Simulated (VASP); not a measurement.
# Pt (Fm-3m) in VASP: a series of runs

Runs on Pt. Level: PBEsol. Tasks: single point.

All numbers are computed with VASP 6.6.1; they aren't measurements. Logs are shortened: lines on timing, memory, paths and dates and some standing lists are left out, and cuts for length are marked.

### 1 The structure

The structure is cubic, space group Fm-3m (No. 225). Conventional cell: a = 3.917 Å, b = 3.917 Å, c = 3.917 Å, α = 90.00°, β = 90.00°, γ = 90.00°. Pt (site symmetry m-3m) is surrounded by 12 Pt at 2.77 Å.

### 2 Single point, PBEsol

INCAR reads:

```
SYSTEM = Pt
ALGO = Fast
EDIFF = 1E-7
ENCUT = 700
GGA = PS
ISIF = 2
ISMEAR = 0
LASPH = .TRUE.
LCHARG = .TRUE.
LELF = .TRUE.
LREAL = .FALSE.
LVHAR = .TRUE.
LWAVE = .FALSE.
NBANDS = 11
NELM = 100
PREC = Accurate
SIGMA = 0.1
```

KPOINTS reads:

```
k-points
0
G
  18 18 18
  0 0 0
```

POSCAR reads:

```
Pt
1.0
    0.0000000000      1.9583100000      1.9583100000
    1.9583100000      0.0000000000      1.9583100000
    1.9583100000      1.9583100000      0.0000000000
Pt
1
Direct
    0.0000000000      0.0000000000      0.0000000000
```

Potentials or basis: VASP PAW PBE potentials, release 64 (Pt).

On the command line:

```
cat potpaw_PBE.64/Pt/POTCAR > POTCAR
mpirun -np 1 vasp_std > vasp.out
```

OUTCAR:

```text
SYSTEM = Pt
   EDIFF = 1E-7
   ENCUT = 700
   GGA = PS
   ISIF = 2
   ISMEAR = 0
   LASPH = .TRUE.
   LREAL = .FALSE.
   NELM = 100
   PREC = Accurate

 ion  position               nearest neighbor table
   1  0.000  0.000  0.000-

  LATTYP: Found a face centered cubic cell.
 ALAT       =     3.9166200000

  Lattice vectors:

 A1 = (   0.0000000000,   1.9583100000,   1.9583100000)
 A2 = (   1.9583100000,   0.0000000000,   1.9583100000)
 A3 = (   1.9583100000,   1.9583100000,   0.0000000000)

Analysis of symmetry for initial positions (statically):
=====================================================================
 Subroutine PRICEL returns:
 Original cell was already a primitive cell.

 Routine SETGRP: Setting up the symmetry group for a
 face centered cubic supercell.

 Subroutine GETGRP returns: Found 48 space group operations
 (whereof 48 operations were pure point group operations)
 out of a pool of 48 trial point group operations.

The static configuration has the point symmetry O_h .

Analysis of symmetry for dynamics (positions and initial velocities):
=====================================================================
 Subroutine PRICEL returns:
 Original cell was already a primitive cell.

 Routine SETGRP: Setting up the symmetry group for a
 face centered cubic supercell.

 Subroutine GETGRP returns: Found 48 space group operations
 (whereof 48 operations were pure point group operations)
 out of a pool of 48 trial point group operations.

The dynamic configuration has the point symmetry O_h .

 Subroutine INISYM returns: Found 48 space group operations
 (whereof 48 operations are pure point group operations),
 and found     1 'primitive' translations

----------------------------------------------------------------------------------------

                                     Primitive cell

  volume of cell :      15.0202

  direct lattice vectors                    reciprocal lattice vectors
     0.000000000  1.958310000  1.958310000    -0.255322191  0.255322191  0.255322191
     1.958310000  0.000000000  1.958310000     0.255322191 -0.255322191  0.255322191
     1.958310000  1.958310000  0.000000000     0.255322191  0.255322191 -0.255322191

  length of vectors
     2.769468561  2.769468561  2.769468561     0.442231007  0.442231007  0.442231007

  position of ions in fractional coordinates (direct lattice)
     0.000000000  0.000000000  0.000000000

  ion indices of the primitive-cell ions
   primitive index   ion index
                 1           1

----------------------------------------------------------------------------------------

 KPOINTS: k-points

Automatic generation of k-mesh.
 Grid dimensions read from file:
 generate k-points for:   18   18   18

 Generating k-lattice:

  Cartesian coordinates                     Fractional coordinates (reciprocal lattice)
    -0.014184566  0.014184566  0.014184566     0.055555556  0.000000000  0.000000000
     0.014184566 -0.014184566  0.014184566     0.000000000  0.055555556  0.000000000
     0.014184566  0.014184566 -0.014184566     0.000000000  0.000000000  0.055555556

  Length of vectors
     0.024568389  0.024568389  0.024568389

  Shift w.r.t. Gamma in fractional coordinates (k-lattice)
     0.000000000  0.000000000  0.000000000

 Subroutine IBZKPT returns following result:
 ===========================================

 Found    195 irreducible k-points:

 Following reciprocal coordinates:
            Coordinates               Weight
  0.000000  0.000000  0.000000      1.000000
  0.055556  0.000000  0.000000      8.000000
  0.111111  0.000000  0.000000      8.000000
  0.166667  0.000000  0.000000      8.000000
  0.222222  0.000000  0.000000      8.000000
  0.277778  0.000000  0.000000      8.000000
[... 16 lines left out ...]
 -0.277778  0.055556  0.000000     24.000000
 -0.222222  0.055556  0.000000     24.000000
 [... further k-points ...]
   k-points           NKPTS =    195   k-points in BZ     NKDIM =    195   number of bands    NBANDS=     11
   number of dos      NEDOS =    301   number of ions     NIONS =      1
   total plane-waves  NPLWV =  13824
   dimension x,y,z NGX =    24 NGY =   24 NGZ =   24
   dimension x,y,z NGXF=    48 NGYF=   48 NGZF=   48
   ions per type =               1
   NGX,Y,Z   is equivalent  to a cutoff of  14.41, 14.41, 14.41 a.u.
   NGXF,Y,Z  is equivalent  to a cutoff of  28.81, 28.81, 28.81 a.u.
 SYSTEM =  Pt
   PREC   = accura    normal or accurate (medium, high low for compatibility)
   ISTART =      0    job   : 0-new  1-cont  2-samecut
   ICHARG =      2    charge: 1-file 2-atom 10-const
   ISPIN  =      1    spin polarized calculation?
   LNONCOLLINEAR =      F non collinear calculations
   LSORBIT =      F    spin-orbit coupling
   LASPH  =      T    aspherical Exc in radial PAW
   ENCUT  =  700.0 eV  51.45 Ry    7.17 a.u.   5.97  5.97  5.97*2*pi/ulx,y,z
   NELM   =    100;   NELMIN=  2; NELMDL= -5     # of ELM steps
   EDIFF  = 0.1E-06   stopping-criterion for ELM
   LREAL  =      F    real-space projection
   EDIFFG = 0.1E-05   stopping-criterion for IOM
   NSW    =      0    number of steps for IOM
   IBRION =     -1    ionic relax: 0-MD 1-quasi-New 2-CG
   NFREE  =      0    steps in history (QN), initial steepest desc. (CG)
   ISIF   =      2    stress and relaxation
   ISYM   =      2    0-nonsym 1-usesym 2-fastsym
   POTIM  = 0.5000    time-step for ionic-motion
   TEBEG  =    0.0;   TEEND  =   0.0 temperature during run
   PSTRESS=    0.0 pullay stress
   NELECT =      10.0000    total number of electrons
   NUPDOWN=      -1.0000    fix difference up-down
   EMIN   =  10.00;   EMAX   =-10.00  energy-range for DOS
   EFERMI =   0.00;   METHOD = LEGACY
   ISMEAR =     0;   SIGMA  =   0.10  broadening in eV -4-tet -1-fermi 0-gaus
   EFERMI_NEDOS =   21; number of points for ismear=-14 and -15
   IALGO  =     68    algorithm
   IMIX   =      4    mixing-type and parameters
     AMIX     =   0.40;   BMIX     =  1.00
     AMIX_MAG =   1.60;   BMIX_MAG =  1.00
  volume/ion in A,a.u.               =      15.02       101.36
  Fermi-wavevector in a.u.,A,eV,Ry     =   1.429497  2.701359 27.803002  2.043463
  Thomas-Fermi vector in A             =   2.549445
   LORBIT       =      0    0 simple, 1 ext, 2 COOP (PROOUT), +10 PAW based schemes
   GGA     = PS    functional components
   LHFCALC =     F    Hartree Fock is set to
   AEXX    =    0.0000 exact exchange contribution
   IVDW    =     0    specifies the selected vdW correction
   LEPSILON=     F    determine dielectric tensor
   LRPA    =     F    only Hartree local field effects (RPA)
 non-spin polarized calculation
 RMM-DIIS sequential band-by-band and
 Gauss-broadening in eV      SIGMA  =   0.10
  energy-cutoff  :      700.00
  volume of cell :       15.02
 maximum number of plane-waves:       648
   NGX = 11   NGY = 11   NGZ = 11

 number of electron      10.0000000 magnetization

 Free energy of the ion-electron system (eV)
  ---------------------------------------------------
  ext. energy  EPLUGINS =         0.00000000
  ---------------------------------------------------
  free energy    TOTEN  =        -6.96557885 eV

  energy without entropy =       -6.95495611  energy(sigma->0) =       -6.96026748

 E-fermi :  11.1757     XC(G=0): -13.6523

 val. band max:       11.1752228249   @ k =  -0.3333   0.3889   0.1111
 cond. band min:      11.1864091297   @ k =   0.3889   0.2222   0.0000
 fundamental gap:      0.0111863048
 Fermi energy:        11.1757191506

 k-point     1 :       0.0000    0.0000    0.0000
  band No.  band energies     occupation
      1       0.8327      2.00000
      2       7.3421      2.00000
      3       7.3421      2.00000
      4       7.3421      2.00000
      5       9.5349      2.00000
      6       9.5349      2.00000
      7      25.7876      0.00000
      8      30.7677      0.00000
      9      30.7677      0.00000
     10      30.7677      0.00000
     11      36.0812      0.00000

 k-point     2 :       0.0556    0.0000    0.0000
  band No.  band energies     occupation
      1       0.9578      2.00000
      2       7.2851      2.00000
      3       7.3924      2.00000
      4       7.3924      2.00000
      5       9.5061      2.00000
      6       9.5061      2.00000
      7      25.9843      0.00000
      8      30.0932      0.00000
      9      30.9607      0.00000
     10      30.9607      0.00000
     11      36.8282      0.00000

 k-point     3 :       0.1111    0.0000    0.0000
  band No.  band energies     occupation
      1       1.3217      2.00000
      2       7.1386      2.00000
      3       7.5242      2.00000
      4       7.5242      2.00000
      5       9.4444      2.00000
      6       9.4444      2.00000
      7      26.5203      0.00000
      8      28.6840      0.00000
      9      31.5219      0.00000
     10      31.5219      0.00000
     11      37.6748      0.00000

 k-point     4 :       0.1667    0.0000    0.0000
  band No.  band energies     occupation
      1       1.8852      2.00000
      2       6.9740      2.00000
      3       7.6731      2.00000
      4       7.6731      2.00000
      5       9.4267      2.00000
      6       9.4267      2.00000
      7      27.0589      0.00000
      8      27.2222      0.00000
      9      32.3942      0.00000
     10      32.3942      0.00000
     11      36.1213      0.00000
[... 239 lines left out ...]
 k-point    22 :      -0.3333    0.0556    0.0000
  band No.  band energies     occupation
      1       3.7585      2.00000
      2       7.4444      2.00000
      3       7.5595      2.00000
      4       7.9506      2.00000
      5      10.2236      2.00000
      6      10.9718      1.99607
      7      20.8305      0.00000
      8      26.4650      0.00000
      9      30.8118      0.00000
     10      32.7883      0.00000
     11      35.9808      0.00000

 k-point    23 :      -0.2778    0.0556    0.0000
  band No.  band energies     occupation
      1       3.4557      2.00000
      2       7.1565      2.00000
      3       7.6287      2.00000
      4       7.7058      2.00000
      5       9.7247      2.00000
      6      10.4644      2.00000
      7      22.9012      0.00000
      8      27.1923      0.00000
      9      31.7413      0.00000
     10      34.3662      0.00000
     11      34.6086      0.00000

 k-point    24 :      -0.2222    0.0556    0.0000
  band No.  band energies     occupation
      1       2.8899      2.00000
      2       6.8374      2.00000
      3       7.7394      2.00000
      4       7.8086      2.00000
      5       9.3327      2.00000
      6      10.0211      2.00000
      7      24.8384      0.00000
      8      27.7132      0.00000
      9      32.2444      0.00000
     10      33.6520      0.00000
     11      34.9107      0.00000

 [... further k-points ...]

------------------------ aborting loop because EDIFF is reached ----------------------------------------

  FORCE on cell =-STRESS in cart. coord.  units (eV):
  Direction    XX          YY          ZZ          XY          YZ          ZX
  --------------------------------------------------------------------------------------
  -------------------------------------------------------------------------------------
  Total        0.0032647      0.0032647      0.0032647     -0.0000000     -0.0000000      0.0000000
  in kB        0.3482367      0.3482367      0.3482367     -0.0000000     -0.0000000      0.0000000
  external PRESSURE =       0.3482367 kB  Pullay stress =       0.0000000 kB

 VOLUME and BASIS-vectors are now :
 -----------------------------------------------------------------------------
  energy-cutoff  :      700.00
  volume of cell :       15.02
      direct lattice vectors                 reciprocal lattice vectors
     0.000000000  1.958310000  1.958310000    -0.255322191  0.255322191  0.255322191
     1.958310000  0.000000000  1.958310000     0.255322191 -0.255322191  0.255322191
     1.958310000  1.958310000  0.000000000     0.255322191  0.255322191 -0.255322191

 POSITION                                       TOTAL-FORCE (eV/Angst)
 -----------------------------------------------------------------------------------
      0.00000      0.00000      0.00000         0.000000      0.000000      0.000000
 -----------------------------------------------------------------------------------
    total drift:                               -0.000000     -0.000000     -0.000000

  FREE ENERGIE OF THE ION-ELECTRON SYSTEM (eV)
  ---------------------------------------------------
  free  energy   TOTEN  =        -6.9655788506 eV

  energy  without entropy=       -6.9549561125  energy(sigma->0) =       -6.96026748
```

Wall time 13 s (1 thread of Intel Xeon 6975P-C (Granite Rapids), shared host); peak memory 0.18 GiB.

Results:

```
Free energy            : -6.9656 eV
Pressure               : 0.0 GPa
Band gap on the k mesh : none (metal or under the smearing width)
```

Caveat: the PAW data sets were made with another functional, which shifts forces and pressure a little. The run has no spin-orbit coupling, so splittings on Pt are missing.

### 3 Single point, PBEsol

Edit INCAR of step 2 so:

```diff
@@ -3,3 +3,3 @@
 EDIFF = 1E-7
-ENCUT = 700
+ENCUT = 520
 GGA = PS
```

KPOINTS reads:

```
k-points
0
G
  28 28 28
  0 0 0
```

POSCAR is that of step 2.

Potentials or basis: VASP PAW PBE potentials, release 64 (Pt).

On the command line:

```
cat potpaw_PBE.64/Pt/POTCAR > POTCAR
mpirun -np 1 vasp_std > vasp.out
```

Run time: 38 s. Hardware: 1 thread of Intel Xeon 6975P-C (Granite Rapids), shared host; peak memory 0.23 GiB.

The run converged. Its results:

| Quantity | Value |
| --- | --- |
| Free energy | -6.9683 eV |
| Pressure | -0.1 GPa |
| Band gap on the k mesh | none (metal or under the smearing width) |

Levels at points of the mesh, in eV from the Fermi level:
| k point | band 2 | band 3 | band 4 | band 5 | band 6 | band 7 | band 8 | band 9 |
| --- | --- | --- | --- | --- | --- | --- | --- | --- |
| (0.00, 0.00, 0.00) | -3.83 | -3.83 | -3.83 | -1.64 | -1.64 | 14.61 | 19.59 | 19.59 |
| (0.50, 0.00, 0.00) | -3.89 | -3.89 | -0.57 | 0.05 | 0.05 | 5.83 | 14.17 | 18.97 |
| (0.50, 0.50, 0.00) | -6.69 | 0.02 | 0.50 | 0.50 | 1.70 | 8.87 | 11.35 | 11.35 |

Caveat: the PAW data sets were made with another functional, which shifts forces and pressure a little.

### 4 Single point, PBEsol

Edit INCAR of step 3 so:

```diff
@@ -16,2 +16,2 @@
 PREC = Accurate
-SIGMA = 0.1
+SIGMA = 0.5
```

KPOINTS reads:

```
k-points
0
G
  18 18 18
  0 0 0
```

POSCAR is that of step 3.

On the command line:

```
cat potpaw_PBE.64/Pt/POTCAR > POTCAR
mpirun -np 1 vasp_std > vasp.out
```

Wall time 13 s (1 thread of Intel Xeon 6975P-C (Granite Rapids), shared host); peak memory 0.16 GiB.

Results (log left out):

- Free energy: -7.0629 eV
- Pressure: 1.2 GPa
- Band gap on the k mesh: none (metal or under the smearing width)

Levels at points of the mesh, in eV from the Fermi level:
| k point | band 2 | band 3 | band 4 | band 5 | band 6 | band 7 | band 8 | band 9 |
| --- | --- | --- | --- | --- | --- | --- | --- | --- |
| (0.00, 0.00, 0.00) | -3.87 | -3.87 | -3.87 | -1.68 | -1.68 | 14.57 | 19.55 | 19.55 |
| (0.50, 0.00, 0.00) | -3.93 | -3.93 | -0.61 | 0.01 | 0.01 | 5.79 | 14.12 | 18.93 |
| (0.50, 0.50, 0.00) | -6.73 | -0.02 | 0.46 | 0.46 | 1.66 | 8.83 | 11.31 | 11.31 |

Caveat: the PAW data sets were made with another functional, which shifts forces and pressure a little. The run has no spin-orbit coupling, so splittings on Pt are missing.

### 5 Summary

```tsv
k mesh	cutoff (eV)	smearing	gap on the mesh (eV)	pressure (GPa)
18 × 18 × 18	700	gaussian 0.1 eV	none	0.0
28 × 28 × 28	520	gaussian 0.1 eV	none	-0.1
18 × 18 × 18	520	gaussian 0.5 eV	none	1.2
```

Alike in all rows: task single point; level PBEsol; potentials or basis VASP PAW PBE potentials, release 64 (Pt); no spin polarisation; cell as given.

Every run on the cell as given and a fine mesh finds a metal.

Caveats: the PAW data sets were made with another functional, which shifts forces and pressure a little.

Total energies depend on the potentials used, so only differences within one code and one set of settings carry meaning.
